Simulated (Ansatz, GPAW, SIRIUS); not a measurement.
Hf: programs and potentials compared

```
Hf
1.0
     0.00000    2.22000    2.22000
     2.22000    0.00000    2.22000
     2.22000    2.22000    0.00000
Hf
1
Cartesian
  0.0000 0.0000 0.0000
```

This isn't the form of Hf at room conditions, which is hcp.

Alike in all runs: task single point; functional PBEsol; k mesh 10 × 10 × 10; occupations fermi-dirac, width 0.05 eV; no spin polarisation; no spin-orbit coupling. Pressure is positive in compression and, in plane waves, holds the error of the finite cutoff.

```tsv
program and potentials	plane-wave cutoff (eV)	notes	band gap (eV)	pressure (GPa)
SIRIUS, PseudoDojo 0.4.1 PBEsol standard (scalar relativistic)	807	-	no gap	-1.30
GPAW, PAW data sets generated for this functional	600	-	?	?
Ansatz, all-electron LAPW, scalar-relativistic	-	-	no gap	-1.66
```

Problem. Estimate from the other rows what the run with GPAW, PAW data sets generated for this functional gave.

Solution. No band gap; pressure -1.21 GPa. The other rows, which needn't bracket it: pressure -1.66 to -1.30.
